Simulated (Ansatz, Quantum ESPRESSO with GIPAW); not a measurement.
**RbBr: NMR parameters from first principles**

Wanted: NMR shieldings for each site of RbBr.

Calculated with Quantum ESPRESSO with GIPAW 8.0dev (patched build); DFT, PBE, plane-wave PAW (pslibrary 1.0.0 recipes), scalar-relativistic, GIPAW; a patched development version of the program.

## Step 1: The starting structure

It takes space group Pm-3m (No. 221, cubic). Conventional cell: a = 4.126 Å, b = 4.126 Å, c = 4.126 Å, α = 90.00°, β = 90.00°, γ = 90.00°. Nearest to Rb lie 8 Br at 3.57 Å. Br has 8 Rb at 3.57 Å nearest. Farther neighbours and most contacts between anions are not listed.

The cell is a computed entry of the Materials Project; it need not be the form that is stable at ambient conditions.

## Step 2: Self-consistent run

The shielding is a linear response of the occupied states, which this run provides. It is converged far beyond what an energy needs, since the response uses the wavefunctions themselves. No empty states are asked for: the response is solved without them. The mesh has a spacing of 0.26 Å⁻¹ at most. The PAW files were made with ld1.x from the pslibrary 1.0.0 recipes, with GIPAW reconstruction switched on.

The input, scf.in:

```
&control
  calculation = 'scf'
  prefix = 'x'
  outdir = './tmp/'
  pseudo_dir = './'
/
&system
  ibrav = 0
  nat = 2
  ntyp = 2
  ecutwfc = 55
  ecutrho = 330
  nbnd = 8
/
&electrons
  conv_thr = 1.0d-10
  mixing_beta = 0.7
  electron_maxstep = 100
/
ATOMIC_SPECIES
  Rb 85.468 Rb.pbe-spn-kjpaw_psl.1.0.0-gipaw.UPF
  Br 79.904 Br.pbe-n-kjpaw_psl.1.0.0-gipaw.UPF
CELL_PARAMETERS angstrom
  4.12607730 0.00000000 0.00000000
  0.00000000 4.12607730 0.00000000
  0.00000000 0.00000000 4.12607730
ATOMIC_POSITIONS crystal
  Rb 0.00000000 0.00000000 0.00000000
  Br 0.50000000 0.50000000 0.50000000
K_POINTS automatic
  6 6 6 0 0 0
```

Launch:

```
mpirun -np 2 pw.x -nk 2 -in scf.in > scf.out
```

Log:

```text
using ibrav=0 with symmetry is DISCOURAGED, use correct ibrav instead

     bravais-lattice index     =            0
     lattice parameter (alat)  =       7.7972  a.u.
     unit-cell volume          =     474.0331 (a.u.)^3
     number of atoms/cell      =            2
     number of atomic types    =            2
     number of electrons       =        16.00
     number of Kohn-Sham states=            8
     kinetic-energy cutoff     =      55.0000  Ry
     charge density cutoff     =     330.0000  Ry
     scf convergence threshold =      1.0E-10
     mixing beta               =       0.7000
     number of iterations used =            8  plain     mixing
     Exchange-correlation= SLA-PW-PBX-PBC
                           (   1   4   3   4   0   0   0)
[...]
Rb                9.00    85.46800     Rb( 1.00)
     Br                7.00    79.90400     Br( 1.00)

     48 Sym. Ops., with inversion, found
[...]
number of k points=    20
[...]
Dense  grid:    47937 G-vectors     FFT dimensions: (  45,  45,  45)

     Smooth grid:    26001 G-vectors     FFT dimensions: (  40,  40,  40)

     Initial potential from superposition of free atoms

     starting charge      15.9771, renormalised to      16.0000
     Starting wfcs are   12 randomized atomic wfcs

     Self-consistent Calculation

     iteration #  1     ecut=    55.00 Ry     beta= 0.70
     Davidson diagonalization with overlap
     ethr =  1.00E-02,  avg # of iterations =  1.1

     Threshold (ethr) on eigenvalues was too large:
     Diagonalizing with lowered threshold

     Davidson diagonalization with overlap
     ethr =  3.79E-04,  avg # of iterations =  1.9

     total energy              =    -444.51628828 Ry
     estimated scf accuracy    <       0.05199994 Ry

     iteration #  2     ecut=    55.00 Ry     beta= 0.70
     Davidson diagonalization with overlap
     ethr =  3.25E-04,  avg # of iterations =  2.2

     total energy              =    -444.53275065 Ry
     estimated scf accuracy    <       0.01161761 Ry

     iteration #  3     ecut=    55.00 Ry     beta= 0.70
[...]
total energy              =    -444.53480163 Ry
     estimated scf accuracy    <       0.00023594 Ry

[...]
total energy              =    -444.53488138 Ry
[...]
iteration #  9     ecut=    55.00 Ry     beta= 0.70
     Davidson diagonalization with overlap
     ethr =  7.07E-11,  avg # of iterations =  2.0

     total energy              =    -444.53488138 Ry
     estimated scf accuracy    <          1.6E-09 Ry

     iteration # 10     ecut=    55.00 Ry     beta= 0.70
     Davidson diagonalization with overlap
     ethr =  1.03E-11,  avg # of iterations =  2.0

     End of self-consistent calculation
     [one-electron energies left out]

!    total energy              =    -444.53488138 Ry
     total all-electron energy =    -11175.654247 Ry
     estimated scf accuracy    <          5.6E-11 Ry

     The total energy is the sum of the following terms:
     one-electron contribution =     -10.79094202 Ry
     hartree contribution      =      12.36137643 Ry
     xc contribution           =     -28.12008796 Ry
     ewald contribution        =     -60.26461451 Ry
     one-center paw contrib.   =    -357.72061333 Ry

     convergence has been achieved in  10 iterations
[...]
JOB DONE.
```

Wall time 16 s (2 MPI ranks of Intel Xeon Platinum 8259CL at 2.50GHz (Skylake/Cascade Lake), shared host); peak memory 0.31 GiB; 31 s of CPU time.

It converged in 10 cycles to an estimated accuracy of 6e-11 Ry, on 20 irreducible k-points.

## Step 3: GIPAW: job nmr

The job finds the current that a weak uniform field induces (applied as a long wave, q_gipaw) and the field that this current makes at each nucleus. On atoms with p or d valence electrons much of the paramagnetic part arises close to the nucleus, where the PAW partial waves rebuild the true states. pawproj makes the reconstruction use the PAW data sets' own projectors.

The input, nmr.in:

```
&inputgipaw
  job = 'nmr'
  prefix = 'x'
  tmp_dir = './tmp/'
  restart_mode = 'from_scratch'
  verbosity = 'low'
  q_gipaw = 0.01
  spline_ps = .true.
  conv_threshold = 1.0d-14
  use_nmr_macroscopic_shape = .true.
  pawproj(1) = .true.
  pawproj(2) = .true.
/
```

Launch:

```
mpirun -np 2 gipaw.x -nk 2 -in nmr.in > nmr.out
```

Log:

```text
[banner, memory and clock lines left out]
[a note of our patched build left out]

     Parallelizing q-star over 1 images

     IMPORTANT: XC functional enforced from input :
     Exchange-correlation= PBE
                           (   1   4   3   4   0   0   0)
     Any further DFT definition will be discarded
     Please, verify this is what you really want
[...]
projs nearly linearly dependent: l=0  n1,n2= 1, 2  s=  0.99581283
[...]
alpha_pv=     50.2191 eV

     spline_ps is .false., expect some extrapolation errors

     q-space interpolation up to    66.00 Rydberg

     GIPAW job: nmr
     NMR macroscopic correction: yes
             0.6667          0.0000          0.0000
             0.0000          0.6667          0.0000
             0.0000          0.0000          0.6667
[...]
Computing the magnetic susceptibility     isolve=0    ethr=  0.1000E-13
     Starting from scratch
     k-point #    1 of    10      pool #  1    cpu time:       2.8
[...]
End of magnetic susceptibility calculation

     f-sum rule (1st term):
           -17.6923          0.0000          0.0000
             0.0000        -17.6923          0.0000
             0.0000          0.0000        -17.6923

     f-sum rule (2nd term):
            -0.0204          0.0000          0.0000
             0.0000         -0.0204          0.0000
             0.0000          0.0000         -0.0204

     f-sum rule (should be   -17.7104):
           -17.7127          0.0000          0.0000
             0.0000        -17.7127          0.0000
             0.0000          0.0000        -17.7127

[... susceptibilities left out ...]
     Contributions to the NMR chemical shifts: -------------------------------

     Macroscopic shape contribution in ppm:                    9.15
             9.1491         -0.0000         -0.0000
            -0.0000          9.1491         -0.0000
            -0.0000         -0.0000          9.1491

     Core contribution in ppm:

     Atom  1  Rb  pos: (  0.000000  0.000000  0.000000)  core sigma:        3328.08
     Atom  2  Br  pos: (  0.500000  0.500000  0.500000)  core sigma:        3103.41

     Bare contribution in ppm:

     Atom  1  Rb  pos: (  0.000000  0.000000  0.000000)  bare sigma:         104.75
[...]
Atom  2  Br  pos: (  0.500000  0.500000  0.500000)  bare sigma:          60.48
[...]
Diamagnetic contribution in ppm:

     Atom  1  Rb  pos: (  0.000000  0.000000  0.000000)  dia sigma:         -15.96
[...]
Atom  2  Br  pos: (  0.500000  0.500000  0.500000)  dia sigma:          -1.70
[...]
Paramagnetic contribution in ppm:

     Atom  1  Rb  pos: (  0.000000  0.000000  0.000000)  para sigma:       -1094.94
[...]
Atom  2  Br  pos: (  0.500000  0.500000  0.500000)  para sigma:       -1167.28
[...]
Paramagnetic US occ-occ contribution in ppm:

     Atom  1  Rb  pos: (  0.000000  0.000000  0.000000)  para_oo sigma:           0.23
[...]
Atom  2  Br  pos: (  0.500000  0.500000  0.500000)  para_oo sigma:           0.25
[...]
Paramagnetic US L_R Q_R contribution in ppm:

     Atom  1  Rb  pos: (  0.000000  0.000000  0.000000)  para_lq sigma:         730.56
[...]
Atom  2  Br  pos: (  0.500000  0.500000  0.500000)  para_lq sigma:         499.86
[...]
Total NMR chemical shifts in ppm: ---------------------------------------
     (adopting the Simpson convention for anisotropy and asymmetry)-----------

     Atom  1  Rb  pos: (  0.000000  0.000000  0.000000)  Total sigma:        3061.86
          3061.8644         -0.0000         -0.0000
             0.0000       3061.8644          0.0000
             0.0000          0.0000       3061.8644

     Rb      1    anisotropy:     -0.00    eta:    0.0000
[...]
Atom  2  Br  pos: (  0.500000  0.500000  0.500000)  Total sigma:        2504.17
          2504.1687          0.0000         -0.0000
             0.0000       2504.1687          0.0000
             0.0000          0.0000       2504.1687

     Br      2    anisotropy:      0.00    eta:    0.0000
[...]
```

Elapsed: 89 s, on 2 MPI ranks; peak memory 0.24 GiB; 2.9 min of CPU time.

The f-sum rule is met to 0.0023 of 17.7 (0.01 %). Converged shieldings require that this miss be small, but a small miss does not prove them.

From the symmetric part of each tensor, with principal values σ11 ≤ σ22 ≤ σ33: σ_iso is their mean, the span is σ33 − σ11 and the skew 3(σ_iso − σ22)/span. (gipaw.x prints an anisotropy in another convention.)

```tsv
site	atom no.	atoms in cell	σ_iso (ppm)	span (ppm)	skew
Rb	1	1	3053	0	-
Br	2	1	2495	0	-
```

The printed totals hold a macroscopic shape term of 9.1 ppm, which is taken off the shieldings here and below (some reference lines add a sphere's term back, as they say). It is the term of a spherical sample, from the valence susceptibility, a rough estimate, since the susceptibility converges slowly and lacks part of the PAW terms. Differences within the crystal don't depend on it, but shieldings of different compounds can't be compared to better than a few ppm without it.

Rb and Br sit on cubic site symmetry, where the tensor must be isotropic.

The quadrupolar nuclei (87Rb and 81Br) sit on sites where the field gradient vanishes by symmetry, so they have no quadrupolar coupling.

## Step 4: NMR parameters by site

Covalently bonded atoms count as neighbours within 1.18 times the sum of their radii. Otherwise a cation's neighbours lie within 1.2 times its shortest bond (1.3 for large cations, each anion's radius taken off where they differ), and an anion's are the cations that count it.

```tsv
site	atom no.	atoms in cell	surroundings	bonds (Å)	σ_iso (ppm)
Rb	1	1	RbBr8	3.573	3053
Br	2	1	bound to Rb8	3.573	2495
```

## Step 5: What the settings change

Each row names what was changed: another mesh tests the sampling of the zone; another cutoff tests the basis; the other centring of the mesh tests the sampling; GIPAW's default projectors test the reconstruction.

Changes of σ_iso (ppm) against the run above (PBE, cutoffs 55 and 330 Ry, mesh 6×6×6, 3.5 min). Times are CPU times of pw.x and gipaw.x together, on 2 MPI ranks of Intel Xeon Platinum 8259CL at 2.50GHz (Skylake/Cascade Lake), shared host; on a shared host they are rough. A run is marked as doubtful where the f-sum miss passes 0.015 electrons, or that much for each three atoms in larger cells (with Tl, Pb, Hg, Bi or Sn a third of that, or a mesh spacing over 0.26 Å⁻¹), or where the susceptibility is unphysically large.

```tsv
run	CPU time	f-sum miss	Rb	Br
mesh 4×4×4 (marked)	1.9 min	0.034	-17.0	-46.4
cutoffs 45 and 270 Ry (coarse on purpose)	2.5 min	0.0027	-0.3	-2.1
mesh shifted	1.8 min	0.0012	+2.1	+7.2
GIPAW's own projectors	3.4 min	0.0023	-0.3	-0.7
```

The largest move is -46.4 ppm, on Br, from mesh 4×4×4.

## Step 6: Summary of results

| Property | Result |
| --- | --- |
| 87Rb shielding without shape term | 3053 ppm |
| 81Br shielding without shape term | 2495 ppm |

**Reading.** 87Rb has one site (RbBr8), with isotropic shielding 3053 ppm (shape term left out). A shift needs a reference, δ = σ_ref − σ, fixed on measured compounds; for 87Rb of this kind at this level too few were at hand, or they scattered too widely about a line, so none is given. A finer mesh and a higher cutoff were not carried through on these files; the other centring of the mesh moves shieldings by 7.2 ppm at most, a guide to the sampling error. The cheaper run with cutoffs 45 and 270 Ry takes about 75 % of the time and is off by 0.28 ppm on Rb, and by 2.1 ppm at most. The scalar-relativistic files are used with non-relativistic response operators, which weighs most on the heavy atoms' own shieldings. This build of gipaw.x prints that it is not audited and that its numbers are no references by themselves. It also reports spline_ps as false although the input sets it; why was not traced.

[Banner, clock, file and message-heading lines were taken out of the pw.x and gipaw.x logs.]

[Logs are printed without paths, hosts, clocks, repeated set-up lines and the standing remarks that a program may print on its own settings, such as how far it seeks lower states.]

[Hosts, paths, dates, database ids (printed as entryN), source tags and the programs' standing remarks are cut or masked in the printed files.]

[Where no reference line passes its bar on scatter, no shift is given, so a measured shift of this compound may stand uncompared.]
